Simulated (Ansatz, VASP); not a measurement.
## Cd in VASP and in Ansatz

INCAR

```
PREC     = Accurate       # precision mode
ENCUT    = 520            # plane-wave cutoff, eV
EDIFF    = 1E-6           # SCF threshold, eV
ISMEAR   = -1             # smearing method
SIGMA    = 0.15           # smearing width, eV
LREAL    = F              # projectors in reciprocal space
LASPH    = T              # aspherical terms in the spheres
NELM     = 100            # most SCF steps
ALGO     = Normal         # electronic algorithm
ISIF     = 2              # what is computed and relaxed
LWAVE    = F              # write WAVECAR
LCHARG   = T              # write CHGCAR
GGA      = PE             # functional
LELF     = T              # ELF
LVHAR    = T            
NBANDS   = 12             # bands
```

KPOINTS

```
Automatic mesh
0
Gamma
  9 9 9
```

The input POSCAR:

```
Cd
1.0
   -0.0332722500      2.2181500000      2.2181500000
    2.2181500000     -0.0332722500      2.2181500000
    2.1848777500      2.1848777500      0.0000000000
Cd
1
Direct
    0.0000000000      0.0000000000      0.0000000000
```

Input for Ansatz:

```yaml
crystal:
  lattice:
    - [-0.03327225, 2.21815, 2.21815]
    - [2.21815, -0.03327225, 2.21815]
    - [2.18487775, 2.18487775, 0.0]
  atoms:
    - { symbol: Cd, position: [0.0, 0.0, 0.0] }
basis:
  ecutwfc: 520.0
kpoints:
  mp_grid:
    grid: [9, 9, 9]
hamiltonian:
  xc: pbe
scf:
  occupations:
    method: fermi_dirac
    width: 0.15
output:
  stress: true
```

This isn't the form of Cd at room conditions, which is hcp.

Alike in both runs: task single point; functional PBE; k mesh 9 × 9 × 9; occupations fermi-dirac, width 0.15 eV; no spin polarisation.

|  | VASP | Ansatz |
| --- | --- | --- |
| version | VASP 6.6.1 | Ansatz 0.2.0 |
| potentials or method | VASP PAW PBE potentials, release 64 (Cd) | plane waves, PAW |
| plane-wave cutoff (eV) | 520 | 520 |
| valence electrons in the cell | 12 | 20 |

|  | VASP | Ansatz | Ansatz less VASP |
| --- | --- | --- | --- |
| pressure (GPa) | 2.7 | 2.4 | -0.29 |
| largest component of the traceless stress (GPa) | 0.11 | 0.13 | +0.017 |

With one functional, cell and mesh, what is left measures potentials, basis and numerics. The two sets of potentials don't hold the same shells in valence.
